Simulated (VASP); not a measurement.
A run of VASP 6.6.1 is set up as follows.

File INCAR:

```
ALGO = Fast
EDIFF = 1E-6
ENCUT = 520
GGA = PE
ISIF = 2
ISMEAR = -1
IVDW = 202
LASPH = True
LCHARG = False
LREAL = False
LWAVE = False
NELM = 60
PREC = Accurate
SIGMA = 0.05
```

Contents of KPOINTS:

```
k-points
0
Gamma
  16 16 4
```

File POSCAR:

```
C
1.0
    2.4610000000      0.0000000000      0.0000000000
   -1.2305000000      2.1312885187      0.0000000000
    0.0000000000      0.0000000000      6.1713600000
C
4
Direct
    0.0000000000      0.0000000000      0.2500000000
    0.3333333333      0.6666666667      0.2500000000
    0.0000000000      0.0000000000      0.7500000000
    0.6666666667      0.3333333333      0.7500000000
```

Potentials or basis: VASP PAW PBE potentials, release 64 (C).

Command:

```sh
$ cat potpaw_PBE.64/C/POTCAR > POTCAR
$ mpirun -np 1 vasp_std > vasp.out
```

Question: Predict the pressure.

Answer: 2.0 GPa.

Question: What does it give for the dispersion energy per atom?

Answer: -0.161 eV.

Stress tensor (GPa, compression positive):
```
0.14 0.00 0.00
0.00 0.14 0.00
0.00 0.00 5.61
```
